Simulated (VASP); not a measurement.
A run of VASP 6.6.1 is set up as follows.

The input INCAR:

```
PREC     = Accurate       # precision mode
ENCUT    = 600            # plane-wave cutoff, eV
EDIFF    = 1E-6           # SCF threshold, eV
ISMEAR   = -1             # smearing method
SIGMA    = 0.05           # smearing width, eV
LREAL    = False          # projectors in reciprocal space
LASPH    = True           # aspherical terms in the spheres
NELM     = 100            # most SCF steps
ALGO     = Fast           # electronic algorithm
ISIF     = 3              # what is computed and relaxed
LWAVE    = False          # write WAVECAR
LCHARG   = False          # write CHGCAR
GGA      = PE             # functional
IVDW     = 11             # dispersion correction
IBRION   = 2              # ionic algorithm
NSW      = 40             # ionic steps
EDIFFG   = -0.01          # ionic threshold
```

File KPOINTS:

```
Automatic mesh
0
Gamma
  7 7 7
```

File POSCAR:

```
TePb
1.0
    0.0000000000      3.2310000000      3.2310000000
    3.2310000000      0.0000000000      3.2310000000
    3.2310000000      3.2310000000      0.0000000000
Pb Te
1 1
Direct
    0.0000000000      0.0000000000      0.0000000000
    0.5000000000      0.5000000000      0.5000000000
```

Potentials or basis: VASP PAW PBE potentials, release 64 (Pb_d, Te).

Run with:

```console
$ cat potpaw_PBE.64/Pb_d/POTCAR potpaw_PBE.64/Te/POTCAR > POTCAR
$ mpirun -np 1 vasp_std > vasp.out
```

Task: What does it give for the dispersion energy per atom?

Result: -0.266 eV.

Task: What does it give for the relaxed cell?

Result: a = 4.606 Å, b = 4.606 Å, c = 4.606 Å, α = 60.00°, β = 60.00°, γ = 60.00°.

Task: Estimate the relaxed volume.

Result: 34.55 Å³/atom.

Task: Predict the space group after relaxing (to 0.05 Å).

Result: Fm-3m (No. 225).

Final structure:
```
CELL_PARAMETERS angstrom
0.00000 3.25704 3.25704
3.25704 0.00000 3.25704
3.25704 3.25704 0.00000
ATOMIC_POSITIONS crystal
Pb 0.00000 0.00000 0.00000
Te 0.50000 0.50000 0.50000
```

 Zero-point motion and thermal expansion aren't in these numbers.
